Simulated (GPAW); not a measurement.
# HfC (Fm-3m) in GPAW: notebook

Runs on HfC. Level: PBE. Tasks: single point.

All numbers are computed with GPAW 26.7.0; they aren't measurements. Logs are shortened: lines on timing, memory, paths and dates and some standing lists are left out, and cuts for length are marked. The log counts tension as positive stress, the text compression.

## 1. The structure

The structure is cubic, space group Fm-3m (No. 225). The conventional cell has a = 4.650 Å, b = 4.650 Å, c = 4.650 Å, α = 90.00°, β = 90.00°, γ = 90.00°. Hf (site symmetry m-3m) is surrounded by 6 C at 2.33 Å. C (site symmetry m-3m) has 6 Hf at 2.33 Å as nearest neighbours.

## 2. Single point, PBE

Input file run.py:

```python
from ase import Atoms
from ase.dft.bandgap import bandgap
from ase.io import write
from ase.units import Bohr, GPa
from gpaw import GPAW, PW
from gpaw.elf import elf_from_dft_calculation

atoms = Atoms(['Hf', 'C'],
              cell=[[0.0, 2.325, 2.325],
                    [2.325, 0.0, 2.325],
                    [2.325, 2.325, 0.0]],
              scaled_positions=[[0.5, 0.5, 0.5],
                                [0.0, 0.0, 0.0]],
              pbc=True)

calc = GPAW(mode=PW(800),
            xc='PBE',
            kpts={'size': (10, 10, 10), 'gamma': True},
            occupations={'name': 'methfessel-paxton', 'order': 0, 'width': 0.015},
            nbands=18,
            convergence={'density': 1e-05, 'energy': 1e-05},
            maxiter=150,
            txt='gpaw.txt')
atoms.calc = calc
energy = atoms.get_potential_energy()
forces = atoms.get_forces()
stress = atoms.get_stress()
calc.write('gs.gpw')
write('result.traj', atoms)
print(f'Energy: {energy:.6f} eV')
print('Forces (eV/A):')
print(forces.round(4))
print('Stress (GPa):', (stress / GPa).round(3))
print('Fermi level:', round(calc.get_fermi_level(), 4), 'eV')
print(f'Gap: {bandgap(calc)[0]:.4f} eV, direct: {bandgap(calc, direct=True)[0]:.4f} eV')

# fields on the real-space grid
write('density.cube', atoms, data=calc.get_pseudo_density() * Bohr**3)
write('potential.cube', atoms, data=calc.get_electrostatic_potential())
write('elf.cube', atoms, data=elf_from_dft_calculation(calc).data)
```

Potentials or basis: GPAW PAW data sets (gpaw-data 1.2.1), pw.

Launch:

```bash
$ OMP_NUM_THREADS=1 python run.py
```

gpaw.txt:

```text
__  _  _
 | _ |_)|_||  |
 |__||  | ||/\| - 26.7.0

Input parameters:
  mode=PW(ecut=800.0),
  convergence={'density': 1e-05, 'energy': 1e-05},
  kpts=MonkhorstPack(size=(10, 10, 10), gamma=True),
  maxiter=150,
  nbands=18,
  occupations=Occupations(name='methfessel-paxton', order=0, width=0.015),
  xc=XC(name='PBE')

Diagonalizing LCAO Hamiltonian
Converting LCAO to pw mode

               Hf

       C

Atoms  # Å, Bohr magnetons
|   | symbol |        x |        y |        z |    initial magnetic moments |
|---|--------|----------|----------|----------|-----------------------------|
| 0 |     Hf | 2.325000 | 2.325000 | 2.325000 | ( 0.0000,  0.0000,  0.0000) |
| 1 |      C | 0.000000 | 0.000000 | 0.000000 | ( 0.0000,  0.0000,  0.0000) |

Unit cell  # Å
| periodic |        x |        y |        z |  lengths |    angles |
|----------|----------|----------|----------|----------|-----------|
|      yes | 0.000000 | 2.325000 | 2.325000 | 3.288047 | 60.000000 |
|      yes | 2.325000 | 0.000000 | 2.325000 | 3.288047 | 60.000000 |
|      yes | 2.325000 | 2.325000 | 0.000000 | 3.288047 | 60.000000 |

Number of symmetries: 48
Symmetry operations  # r_c * U_cc + t_c -> r_c
|    | kind |            matrix            |
|----|------|------------------------------|
|  0 |  σ   |  1, 0, 0,  1, 0,-1,  1,-1, 0 |
|  1 |  C2  |  1, 0, 0,  1,-1, 0,  1, 0,-1 |
|  2 |  E   |  1, 0, 0,  0, 1, 0,  0, 0, 1 |
|  3 |  σ   |  1, 0, 0,  0, 0, 1,  0, 1, 0 |
|  4 |  C4  |  1, 0,-1,  1, 0, 0,  1,-1, 0 |
|  5 |  S6  |  1, 0,-1,  1,-1, 0,  1, 0, 0 |
|  6 |  σ   |  1, 0,-1,  0, 1,-1,  0, 0,-1 |
|  7 |  C3  |  1, 0,-1,  0, 0,-1,  0, 1,-1 |
|  8 |  S6  |  1,-1, 0,  1, 0, 0,  1, 0,-1 |
|  9 |  C4  |  1,-1, 0,  1, 0,-1,  1, 0, 0 |
| 10 |  C3  |  1,-1, 0,  0,-1, 1,  0,-1, 0 |
| 11 |  σ   |  1,-1, 0,  0,-1, 0,  0,-1, 1 |
| 12 |  σ   |  0, 1, 0,  1, 0, 0,  0, 0, 1 |
| 13 |  C4  |  0, 1, 0,  0, 1,-1, -1, 1, 0 |
| 14 |  C3  |  0, 1, 0,  0, 0, 1,  1, 0, 0 |
| 15 |  S6  |  0, 1, 0, -1, 1, 0,  0, 1,-1 |
| 16 |  C2  |  0, 1,-1,  1, 0,-1,  0, 0,-1 |
| 17 |  σ   |  0, 1,-1,  0, 1, 0, -1, 1, 0 |
| 18 |  S4  |  0, 1,-1,  0, 0,-1,  1, 0,-1 |
| 19 |  C4  |  0, 1,-1, -1, 1, 0,  0, 1, 0 |
| 20 |  C3  |  0, 0, 1,  1, 0, 0,  0, 1, 0 |
| 21 |  σ   |  0, 0, 1,  0, 1, 0,  1, 0, 0 |
| 22 |  S6  |  0, 0, 1,  0,-1, 1, -1, 0, 1 |
| 23 |  C4  |  0, 0, 1, -1, 0, 1,  0,-1, 1 |
| 24 |  S4  |  0, 0,-1,  1, 0,-1,  0, 1,-1 |
| 25 |  C3  |  0, 0,-1,  0, 1,-1,  1, 0,-1 |
| 26 |  C2  |  0, 0,-1,  0,-1, 0, -1, 0, 0 |
| 27 |  S6  |  0, 0,-1, -1, 0, 0,  0,-1, 0 |
| 28 |  S4  |  0,-1, 1,  1,-1, 0,  0,-1, 0 |
| 29 |  C4  |  0,-1, 1,  0, 0, 1, -1, 0, 1 |
| 30 |  C2  |  0,-1, 1,  0,-1, 0,  1,-1, 0 |
| 31 |  σ   |  0,-1, 1, -1, 0, 1,  0, 0, 1 |
| 32 |  C3  |  0,-1, 0,  1,-1, 0,  0,-1, 1 |
| 33 |  S6  |  0,-1, 0,  0, 0,-1, -1, 0, 0 |
| 34 |  S4  |  0,-1, 0,  0,-1, 1,  1,-1, 0 |
| 35 |  C2  |  0,-1, 0, -1, 0, 0,  0, 0,-1 |
| 36 |  C2  | -1, 1, 0,  0, 1, 0,  0, 1,-1 |
| 37 |  S6  | -1, 1, 0,  0, 1,-1,  0, 1, 0 |
| 38 |  S4  | -1, 1, 0, -1, 0, 1, -1, 0, 0 |
| 39 |  C3  | -1, 1, 0, -1, 0, 0, -1, 0, 1 |
| 40 |  S6  | -1, 0, 1,  0, 0, 1,  0,-1, 1 |
| 41 |  C2  | -1, 0, 1,  0,-1, 1,  0, 0, 1 |
| 42 |  C3  | -1, 0, 1, -1, 1, 0, -1, 0, 0 |
| 43 |  S4  | -1, 0, 1, -1, 0, 0, -1, 1, 0 |
| 44 |  C2  | -1, 0, 0,  0, 0,-1,  0,-1, 0 |
| 45 |  i   | -1, 0, 0,  0,-1, 0,  0, 0,-1 |
[... 69 lines left out ...]
    |   6p |  0.000 |      -1.401 |    1.307 |
    |   5d |  2.000 |      -2.699 |    1.334 |
    |    d |        |      24.513 |    1.334 |

    Using partial waves for Hf as LCAO basis

  C:
    name:    Carbon
    Z:       6.0
    valence: 4
    core:    2
    charge:  0.0  # [|e|]
    compensation charges:
      type: gauss
      rc: 0.20  # [Å]
      lmax: 2
    cutoffs:
      filter: 1.14  # [Å]
      core: 1.14  # [Å]
    projectors
    | kind |    occ | energy [eV] | rcut [Å] |
    |------|--------|-------------|----------|
    |   2s |  2.000 |     -13.751 |    0.635 |
    |   2p |  2.000 |      -5.284 |    0.635 |
    |    s |        |      13.461 |    0.635 |
    |    p |        |      21.927 |    0.635 |
    |    d |        |       0.000 |    0.635 |

    Using partial waves for C as LCAO basis

Reference energy: -410913.743391  # eV

eigensolver:
  PPCG
  Converge bands: occupied
  niter=2

density mixing:
  MSR1-Mixer
  Pratt-step length: 0.05
  Maximum mixing coefficient: 0.75
  Old densities: 10
  SVD Regularization: 0.005
  Good broyden scale: 1.0
  Trust region scale: 1.0
  Backstep threshold: 4.0
  History deletion threshold: 6.0
  Fourier metric: weight=20.0, sigma=0.015

occupation numbers:
  Methfessel-Paxton:
    width: 0.0150  # eV
    order: 0

poisson solver:
  ecut: 6400.0  # eV

xc functional:
  name: PBE with 2 nearest neighbor stencil

convergence criteria:
- Maximum integral of absolute [dens]ity change: 1e-05 electrons / valence electron
- Maximum [total energy] change in last 3 cyles: 1e-05 eV / valence electron
- Maximum integral of absolute [eigenst]ate change: 4e-08 eV^2 / valence electron
maximum number of iterations: 150

SCF iterations
|iter     | |      energy | eigst |  dens |
|---------|-|-------------|-------|-------|
|iter:   1| |  -20.472528 | -0.35 |       |
|iter:   2| |  -19.878810 | -2.55 | -0.80 |
|iter:   3| |  -18.557918 | -1.52 | -0.87 |
|iter:   4| |  -18.572548 | -3.26 | -1.59 |
|iter:   5| |  -18.583344 | -3.21 | -1.81 |
|iter:   6| |  -18.583300 | -5.26 | -3.05 |
|iter:   7| |  -18.583299c| -6.52 | -3.63 |
|iter:   8| |  -18.583300c| -7.36 | -4.12 |
|iter:   9| |  -18.583300c| -8.93c| -5.34c|

Converged in 9 steps
Energy contributions relative to reference atoms: (reference = -410913.743391)

Energy contributions:
  Kinetic:          20.402091
  Coulomb:         -21.094739
  Zero:             -0.381313
  External:          0.000000
  Xc:              -17.509275
  Entropy:          -0.000129
  Spinorbit:         0.000000
  ----------------------------
  Free energy:     -18.583364
  Extrapolated:    -18.583300

dipole moment: (-9.241488, -9.241488, -9.241488)  # |e|*Ang

Fermi level: 11.017
Eigenvalues  # (at kpt = [0.000, 0.000, 0.000])
| band index |      eig [eV] | occ [0-2] |
|------------|---------------|-----------|
|          0 |       -49.969 |     2.000 |
|          1 |       -18.619 |     2.000 |
|          2 |       -18.619 |     2.000 |
|          3 |       -18.619 |     2.000 |
|          4 |        -1.303 |     2.000 |
|          5 |        12.009 |     0.000 |
|          6 |        12.009 |     0.000 |
|          7 |        12.009 |     0.000 |
|          8 |        12.377 |     0.000 |
|          9 |        12.377 |     0.000 |
|         10 |        12.377 |     0.000 |
|         11 |        14.376 |     0.000 |
|         12 |        14.376 |     0.000 |
|        ... |               |           |
|         17 |        35.277 |     0.000 |

No gap
No difference between direct/indirect transitions

Forces  # eV/Ang
|        x |       y |        z |
|----------|---------|----------|
| -0.00000 | 0.00000 | -0.00000 |  # Hf   0
|  0.00000 | 0.00000 |  0.00000 |  # C    1

Stress tensor  # eV/Ang^3
|         x |         y |         z |
|-----------|-----------|-----------|
| -0.007949 |  0.000000 |  0.000000 |
|  0.000000 | -0.007949 |  0.000000 |
|  0.000000 |  0.000000 | -0.007949 |

# Writing to gs.gpw (mode='')
```

stdout:

```text
Energy: -18.583300 eV
Forces (eV/A):
[[-0.  0. -0.]
 [ 0.  0.  0.]]
Stress (GPa): [-1.274 -1.274 -1.274  0.     0.     0.   ]
Fermi level: 11.0174 eV
Gap: 0.0000 eV, direct: 0.0000 eV
```

Wall time 18 s (1 thread of Intel Xeon Platinum 8488C (Sapphire Rapids), shared host); peak memory 0.18 GiB.

What came out:

```
Free energy            : -18.5834 eV
Pressure               : 1.3 GPa
Band gap on the k mesh : none (metal or under the smearing width)
```

The run has no spin-orbit coupling, so splittings on Hf are missing.

## 3. Single point, PBE

Edit run.py of step 2 so:

```diff
@@ -1,4 +1,3 @@
-from ase import Atoms
 from ase.dft.bandgap import bandgap
-from ase.io import write
+from ase.io import read, write
 from ase.units import Bohr, GPa
@@ -7,9 +6,3 @@
 
-atoms = Atoms(['Hf', 'C'],
-              cell=[[0.0, 2.325, 2.325],
-                    [2.325, 0.0, 2.325],
-                    [2.325, 2.325, 0.0]],
-              scaled_positions=[[0.5, 0.5, 0.5],
-                                [0.0, 0.0, 0.0]],
-              pbc=True)
+atoms = read('HfC.xyz')
 
@@ -18,3 +11,3 @@
             kpts={'size': (10, 10, 10), 'gamma': True},
-            occupations={'name': 'methfessel-paxton', 'order': 0, 'width': 0.015},
+            occupations={'name': 'methfessel-paxton', 'order': 0, 'width': 0.016},
             nbands=18,
```

Input file HfC.xyz:

```xyz
2
Lattice="0.0000000000 2.3250000000 2.3250000000 2.3250000000 0.0000000000 2.3250000000 2.3250000000 2.3250000000 0.0000000000" Properties=species:S:1:pos:R:3 pbc="T T T"
Hf     2.3250000000      2.3250000000      2.3250000000
C      0.0000000000      0.0000000000      0.0000000000
```

Potentials or basis: GPAW PAW data sets (gpaw-data 1.2.1), pw.

Launch:

```bash
$ OMP_NUM_THREADS=1 python run.py
```

It took 20 s on 1 thread of Intel Xeon Platinum 8488C (Sapphire Rapids), shared host; peak memory 0.18 GiB.

It converged, with:

| Property | Result |
| --- | --- |
| Free energy | -18.5834 eV |
| Pressure | 1.3 GPa |
| Band gap on the k mesh | none (metal or under the smearing width) |

Levels at points of the mesh, in eV from the Fermi level:
| k point | band 5 | band 6 | band 7 | band 8 | band 9 | band 10 | band 11 | band 12 |
| --- | --- | --- | --- | --- | --- | --- | --- | --- |
| (0.00, 0.00, 0.00) | -12.32 | 0.99 | 0.99 | 0.99 | 1.36 | 1.36 | 1.36 | 3.36 |
| (0.50, 0.50, 0.00) | -10.44 | -2.65 | -1.80 | -0.13 | -0.13 | 5.27 | 6.68 | 6.68 |
| (0.50, 0.50, 0.50) | -8.61 | -6.15 | -3.01 | -3.01 | 5.27 | 5.27 | 5.75 | 6.55 |

## 4. Single point, PBE

Input file run.py:

```python
from ase.dft.bandgap import bandgap
from ase.io import read, write
from ase.units import GPa
from gpaw import GPAW, PW

atoms = read('POSCAR')

calc = GPAW(mode=PW(800),
            xc='PBE',
            kpts={'size': (10, 10, 10), 'gamma': True},
            occupations={'name': 'methfessel-paxton', 'order': 0, 'width': 0.017},
            nbands=18,
            convergence={'density': 1e-05, 'energy': 1e-05},
            maxiter=150,
            txt='gpaw.txt')
atoms.calc = calc
energy = atoms.get_potential_energy()
forces = atoms.get_forces()
stress = atoms.get_stress()
calc.write('gs.gpw')
write('result.traj', atoms)
print(f'Energy: {energy:.6f} eV')
print('Forces (eV/A):')
print(forces.round(4))
print('Stress (GPa):', (stress / GPa).round(3))
print('Fermi level:', round(calc.get_fermi_level(), 4), 'eV')
print(f'Gap: {bandgap(calc)[0]:.4f} eV, direct: {bandgap(calc, direct=True)[0]:.4f} eV')
```

Input file POSCAR:

```
HfC
1.0
    0.0000000000      2.3250000000      2.3250000000
    2.3250000000      0.0000000000      2.3250000000
    2.3250000000      2.3250000000      0.0000000000
Hf C
1 1
Direct
    0.5000000000      0.5000000000      0.5000000000
    0.0000000000      0.0000000000      0.0000000000
```

Launch:

```bash
$ OMP_NUM_THREADS=1 python run.py
```

It took 18 s on 1 thread of Intel Xeon Platinum 8488C (Sapphire Rapids), shared host; peak memory 0.18 GiB.

It converged, with:

```
Free energy            : -18.5834 eV
Pressure               : 1.3 GPa
Band gap on the k mesh : none (metal or under the smearing width)
```

Levels at points of the mesh, in eV from the Fermi level:
```tsv
k point	band 4	band 5	band 6	band 7	band 8	band 9	band 10	band 11	band 12	band 13
(0.00, 0.00, 0.00)	-29.64	-12.32	0.99	0.99	0.99	1.36	1.36	1.36	3.36	3.36
(0.50, 0.50, 0.00)	-29.87	-10.44	-2.65	-1.80	-0.13	-0.13	5.27	6.68	6.68	8.48
(0.50, 0.50, 0.50)	-29.70	-8.61	-6.15	-3.01	-3.01	5.27	5.27	5.75	6.55	11.33
```

The run has no spin-orbit coupling, so splittings on Hf are missing.

## 5. Single point, PBE

Edit run.py of step 4 so:

```diff
@@ -10,3 +10,3 @@
             kpts={'size': (10, 10, 10), 'gamma': True},
-            occupations={'name': 'methfessel-paxton', 'order': 0, 'width': 0.017},
+            occupations={'name': 'methfessel-paxton', 'order': 0, 'width': 0.018000000000000002},
             nbands=18,
```

POSCAR is that of step 4.

Launch:

```bash
$ OMP_NUM_THREADS=1 python run.py
```

It took 18 s on 1 thread of Intel Xeon Platinum 8488C (Sapphire Rapids), shared host; peak memory 0.18 GiB.

The run converged. Its results:

```
Free energy            : -18.5834 eV
Pressure               : 1.3 GPa
Band gap on the k mesh : none (metal or under the smearing width)
```

Levels at points of the mesh, in eV from the Fermi level:
| k point | band 4 | band 5 | band 6 | band 7 | band 8 | band 9 | band 10 | band 11 | band 12 | band 13 |
| --- | --- | --- | --- | --- | --- | --- | --- | --- | --- | --- |
| (0.00, 0.00, 0.00) | -29.64 | -12.32 | 0.99 | 0.99 | 0.99 | 1.36 | 1.36 | 1.36 | 3.36 | 3.36 |
| (0.50, 0.50, 0.00) | -29.87 | -10.44 | -2.65 | -1.80 | -0.13 | -0.13 | 5.27 | 6.68 | 6.68 | 8.48 |
| (0.50, 0.50, 0.50) | -29.71 | -8.61 | -6.15 | -3.01 | -3.01 | 5.27 | 5.27 | 5.75 | 6.55 | 11.33 |

## 6. Overview

```tsv
smearing	gap on the mesh (eV)	pressure (GPa)
gaussian 0.015 eV	none	1.3
gaussian 0.016 eV	none	1.3
gaussian 0.017 eV	none	1.3
gaussian 0.018 eV	none	1.3
```

Alike in all rows: task single point; level PBE; potentials or basis GPAW PAW data sets (gpaw-data 1.2.1), pw; no spin polarisation; cell as given; k mesh 10 × 10 × 10; cutoff (eV) 800.

Every run on the cell as given and a fine mesh finds a metal.

Total energies depend on the potentials used, so only differences within one code and one set of settings carry meaning.
